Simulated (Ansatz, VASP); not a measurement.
# BAs in VASP and in Ansatz

INCAR

```
SYSTEM = BAs
ALGO     = Normal         ! electronic algorithm
EDIFF    = 1E-6           ! SCF threshold, eV
ENCUT    = 520            ! plane-wave cutoff, eV
GGA      = PE             ! functional
ISIF     = 2              ! what is computed and relaxed
ISMEAR   = -1             ! smearing method
LASPH    = .True.         ! aspherical terms in the spheres
LCHARG   = .True.         ! write CHGCAR
LELF     = .True.         ! ELF
LREAL    = .False.        ! projectors in reciprocal space
LVHAR    = .True.       
LWAVE    = .False.        ! write WAVECAR
NBANDS   = 11             ! bands
NELM     = 60             ! most SCF steps
PREC     = Accurate       ! precision mode
SIGMA    = 0.05           ! smearing width, eV
```

File KPOINTS:

```
k-points
0
Gamma
  10 10 10
  0 0 0
```

POSCAR

```
BAs
1.0
    0.0000000000      2.3397414207      2.3397414207
    2.3397414207      0.0000000000      2.3397414207
    2.3397414207      2.3397414207      0.0000000000
As B
1 1
Direct
    0.7500000000      0.7500000000      0.7500000000
    0.0000000000      0.0000000000      0.0000000000
```

File input.yaml:

```yaml
crystal:
  lattice:
    - [0.0, 2.3397414207, 2.3397414207]
    - [2.3397414207, 0.0, 2.3397414207]
    - [2.3397414207, 2.3397414207, 0.0]
  atoms:
    - { symbol: As, position: [0.75, 0.75, 0.75] }
    - { symbol: B, position: [0.0, 0.0, 0.0] }
kpoints:
  mp_grid: { grid: [10, 10, 10] }
scf:
  occupations: { method: fermi_dirac, width: 0.05 }
hamiltonian:
  xc: pbe
  pseudopotentials: { kind: all_electron, lapw: { basis_error: 0.0005 } }
output:
  forces: true
  stress: true
  eigenvalues: true
```

Change from the starting cell: volume scaled by 0.94.

Alike in both runs: task single point; functional PBE; k mesh 10 × 10 × 10; occupations fermi-dirac, width 0.05 eV; no spin polarisation.

|  | VASP | Ansatz |
| --- | --- | --- |
| version | VASP 6.6.1 | Ansatz 0.2.0 |
| potentials or method | VASP PAW PBE potentials, release 64 (As, B) | all-electron LAPW, scalar-relativistic |
| plane-wave cutoff (eV) | 520 | see its input |

Ansatz gave:

```
gap on the k mesh at the Fermi level (eV) : 1.12
least direct gap on the mesh (eV)         : 3.37
pressure (GPa)                            : 12.7
```

Task: Estimate VASP's values.

Result: gap on the k mesh at the Fermi level (eV): 1.11; least direct gap on the mesh (eV): 3.36; pressure (GPa): 13.6.

Ansatz ran all-electron here, so the differences hold the error of VASP's frozen core and of both bases.

A k mesh can miss the band edges.
